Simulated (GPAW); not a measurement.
**SnO2 in GPAW: the effect of functional**

The system is SnO2.

```xyz
6
Lattice="4.7880 0.0000 0.0000 0.0000 4.8666 0.0000 0.0000 0.0000 3.2409" Properties=species:S:1:pos:R:3 pbc="T T T"
Sn    0.0000    0.0000    0.0000
Sn    2.3940    2.4333    1.6204
O     3.3906    3.3042    0.0000
O     0.9966    3.9957    1.6204
O     3.7914    0.8709    1.6204
O     1.3974    1.5624    0.0000
```

The cell is a database's computed one.

Alike in all runs:

| Property | Result |
| --- | --- |
| Program | GPAW 26.7.0 |
| Cutoff | 800 eV |
| Basis | pw |
| k mesh | 4 × 4 × 6 |
| Occupations | fermi-dirac, width 0.05 eV |
| Spin | no spin polarisation |

```csv
functional,potentials or basis,gap on the mesh (eV)
LDA,the program's PAW data sets (release 1.2.1) made for this functional,?
r2SCAN,GPAW PAW data sets (gpaw-data 1.2.1),1.45
TB-mBJ,GPAW PAW data sets for LDA (gpaw-data 1.2.1),2.55
```

Problem. What does the run with functional LDA give?

Solution. gap on the mesh 0.70 eV.

Caveats: spin-orbit coupling is left out, which moves the levels of the heavy elements; a model potential gives levels but no total energy (some runs).

Runs at the PBE level aren't shown here.
